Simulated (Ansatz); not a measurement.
Crystal: In.

```
In
1.0
     3.36384    0.00000    0.00000
    -1.68192    2.91317    0.00000
     0.00000    0.00000   10.79971
In
4
Direct
  0.66667 0.33333 0.75000
  0.00000 0.00000 0.50000
  0.33333 0.66667 0.25000
  0.00000 0.00000 0.00000
```

This isn't the form of In at room conditions, which is tetragonal.

| Property | Result |
| --- | --- |
| Program | Ansatz 0.2.0 |
| Task | single point |
| Functional | PBEsol |
| Potentials or basis | all-electron LAPW, scalar-relativistic |
| Cutoff | 169 eV (chosen from the basis error) |
| Basis error allowed | 0.001 eV/atom |
| k mesh | 9 × 9 × 3 |
| Occupations | fermi-dirac, width 0.05 eV |
| Spin | no spin polarisation |

On this cell: pressure -1.3 GPa; largest force under 0.003 eV/Å; band gap on the k mesh none (metal or under the smearing width).

The same run follows on a disturbed copy (atoms moved at random, drawn with an rms of 0.05 Å):

```
CELL_PARAMETERS angstrom
3.36384 0.00000 0.00000
-1.68192 2.91317 0.00000
0.00000 0.00000 10.79971
ATOMIC_POSITIONS crystal
In 0.66343 0.34282 0.74986
In 0.99763 0.98141 0.49967
In 0.32634 0.66306 0.24601
In 0.99619 0.99124 0.99982
```

Question: What changes?

Answer: The energy (extrapolated to zero smearing) moves by +0.6 meV/atom; pressure -1.3 GPa; largest force 0.094 eV/Å; band gap on the k mesh none (metal or under the smearing width).

Forces in eV/Å, atoms in the order of the input:
```
In   0.004 -0.009  0.020
In  -0.005  0.008 -0.055
In   0.005 -0.005  0.094
In  -0.004  0.006 -0.059
```

Stress tensor (GPa, compression positive):
```
-1.56  0.02  0.00
 0.02 -1.43  0.00
 0.00  0.00 -0.82
```
